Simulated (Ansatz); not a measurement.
Input and command of a plane-wave DFT calculation in Ansatz:

```yaml
crystal:
  lattice:
    - [1.5855, 0.9153888518, 6.1149966667]
    - [-1.5855, 0.9153888518, 6.1149966667]
    - [0.0, -1.8307777036, 6.1149966667]
  atoms:
    - { symbol: Mo, position: [0.0, 0.0, 0.0] }
    - { symbol: S, position: [0.75, 0.75, 0.75] }
    - { symbol: S, position: [0.25, 0.25, 0.25] }
basis:
  ecutwfc: 420
kpoints:
  mp_grid: { grid: [6, 6, 6] }
hamiltonian:
  xc: pbe
  dispersion: d3bj
scf:
  occupations: { method: gaussian, width: 0.1 }
output:
  forces: true
  stress: true
  eigenvalues: true
relax:
  adjacent_minimum: "off"
  f_tol: 0.05
  max_steps: 70
  cell: { stress_tol: 0.5 }
```

```bash
ansatz run input.yaml --threads 2 --pin off --max-ram 5120MiB --backend cpu --events-out ev --progress --plain --runs-dir out
```

Processor: Arm Neoverse V1, 2 threads, on a host shared with other jobs.

Question: Estimate time, memory and problem size.

Answer: About 5.3 s on 2 threads of Arm Neoverse V1, with other jobs on the host, peak memory 0.34 GiB. It solves 17 bands at 32 k points (the mesh reduced by the symmetry that the task leaves, which can be less than the crystal's) with about 997 plane waves (on the last cell), in 31 SCF iterations over 5 ionic steps.
